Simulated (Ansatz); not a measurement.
# In: the cost of one run

Computed with Ansatz 0.2.0 (DFT PBE, scalar-relativistic, plane waves, PAW, unless a step's input says otherwise).

1 further run of the same task is left out (set aside as unsound or not needed).

## Step 1: Starting point

It takes space group I4/mmm (No. 139, tetragonal). Conventional cell: a = 3.390 Å, b = 3.390 Å, c = 4.785 Å, α = 90.00°, β = 90.00°, γ = 90.00°. In (site symmetry 4/mmm) has 12 In at 3.39 Å as nearest neighbours.

Coordinates:

```cif
data_structure
_symmetry_space_group_name_H-M 'P 1'
_symmetry_Int_Tables_number 1
_cell_length_a 3.3867
_cell_length_b 3.3867
_cell_length_c 3.3867
_cell_angle_alpha 119.931
_cell_angle_beta 119.931
_cell_angle_gamma 90.119
_cell_volume 27.50
loop_
_atom_site_label
_atom_site_type_symbol
_atom_site_fract_x
_atom_site_fract_y
_atom_site_fract_z
_atom_site_occupancy
In1 In 0.00000 0.00000 0.00000 1
```

This cell was relaxed beforehand with the same method: volume 27.50 Å³/atom, gap on the mesh none (metal).

Bulk energy on matching settings, from an earlier run: -5597.8436 eV/atom.

## Step 2: The (101) slab

Miller indices refer to the conventional cell of the relaxed bulk, I4/mmm (No. 139): a = 3.390 Å, b = 3.390 Å, c = 4.785 Å, α = 90.00°, β = 90.00°, γ = 90.00°.

Cut from the relaxed bulk: a (101) slab, 11.1 Å thick as cut, with 15 Å of vacuum; its outer planes are In (top) and In (bottom).

The slab as cut. Layers, bottom to top:

| plane | atoms per cell | height over the lowest (Å) |
| --- | --- | --- |
| 1 | In | 0.00 |
| 2 | In | 2.77 |
| 3 | In | 5.53 |
| 4 | In | 8.30 |
| 5 | In | 11.06 |

## Step 3: The slab as cut, atoms at the bulk's places

A dipole layer in the vacuum cancels the field that periodic copies would set up if the slab's two faces differ.

The input, input.yaml:

```yaml
crystal:
  lattice:
    - [3.3901944521, 0.0, 0.0]
    - [-1.6950972261, 2.9319305269, 0.0]
    - [0.0, 0.0, 26.0646469726]
  atoms:
    - { symbol: In, position: [0.3342580503, 0.6685161007, 0.2877460803] }
    - { symbol: In, position: [0.6685161007, 0.3370322013, 0.3938730401] }
    - { symbol: In, position: [0.002774151, 0.005548302, 0.5] }
    - { symbol: In, position: [0.3370322013, 0.6740644027, 0.6061269599] }
    - { symbol: In, position: [0.6712902517, 0.3425805033, 0.7122539197] }
basis:
  ecutwfc: 420
kpoints:
  mp_grid: { grid: [12, 12, 1] }
hamiltonian:
  xc: pbe
scf:
  occupations: { method: gaussian, width: 0.1 }
output:
  forces: true
  stress: true
  eigenvalues: true
  write_density: true
  write_potential: true
  elf: true
  volumetric_format: npy
efield:
  axis: 3
  dipole_correction: true
```

Started as:

```bash
ansatz run input.yaml --threads 1 --pin off --max-ram 2560MiB --backend cpu --events-out ev --progress --plain --runs-dir out
```

**Question.** How long does this run take on 1 thread of AMD EPYC 9R45 (Zen 5), shared host, and how much memory does it need?

About 18 s, with a peak of 0.65 GiB.
